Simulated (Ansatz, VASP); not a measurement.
# SrO in VASP and in Ansatz

The input INCAR:

```
  ALGO = Fast
  EDIFF = 1E-7
  ENCUT = 520
  GGA = PS
  ISIF = 2
  ISMEAR = 0
  LASPH = True
  LCHARG = False
  LREAL = False
  LWAVE = False
  NBANDS = 24
  NELM = 60
  PREC = Accurate
  SIGMA = 0.05
```

The input KPOINTS:

```
k-points
0
Gamma
  9 9 4
```

File POSCAR:

```
SrO
1.0
    3.2557369077      0.0000000000      0.0000000000
   -1.6278684539      2.8195508701      0.0000000000
    0.0000000000      0.0000000000      7.4056696717
Sr O
2 2
Direct
    0.3333333333      0.6666666667      0.2500000000
    0.6666666667      0.3333333333      0.7500000000
    0.0000000000      0.0000000000      0.0000000000
    0.0000000000      0.0000000000      0.5000000000
```

Input for Ansatz:

```yaml
crystal:
  lattice:
    - [3.2557369077, 0.0, 0.0]
    - [-1.6278684539, 2.8195508701, 0.0]
    - [0.0, 0.0, 7.4056696717]
  atoms:
    - { symbol: Sr, position: [0.3333333333, 0.6666666667, 0.25] }
    - { symbol: Sr, position: [0.6666666667, 0.3333333333, 0.75] }
    - { symbol: O, position: [0.0, 0.0, 0.0] }
    - { symbol: O, position: [0.0, 0.0, 0.5] }
basis:
  ecutwfc: 420
kpoints:
  mp_grid: { grid: [9, 9, 4] }
hamiltonian:
  xc: pbesol
scf:
  occupations: { method: gaussian, width: 0.05 }
output:
  forces: true
  stress: true
  eigenvalues: true
```

Alike in both runs: task single point; functional PBEsol; k mesh 9 × 9 × 4; occupations gaussian, width 0.05 eV; no spin polarisation.

|  | VASP | Ansatz |
| --- | --- | --- |
| version | VASP 6.6.1 | Ansatz 0.2.0 |
| potentials or method | VASP PAW PBE potentials, release 64 (Sr_sv, O) | scalar-relativistic, plane waves, PAW |
| plane-wave cutoff (eV) | 520 | 420 |
| valence electrons in the cell | 32 | 32 |

Ansatz gave:

```
gap on the k mesh at the Fermi level (eV)       : 1.48
least direct gap on the mesh (eV)               : 1.48
pressure (GPa)                                  : -5.5
largest component of the traceless stress (GPa) : 39.08
```

Q: Estimate VASP's values.

A: gap on the k mesh at the Fermi level (eV): 1.46; least direct gap on the mesh (eV): 1.46; pressure (GPa): -4.9; largest component of the traceless stress (GPa): 39.07.

Caveats: the PAW data sets were made with another functional, which shifts forces and pressure a little (VASP); an odd mesh through Γ misses points on the zone boundary, where band edges often lie. A hybrid or GW would open this gap; PBEsol tends to underestimate it.
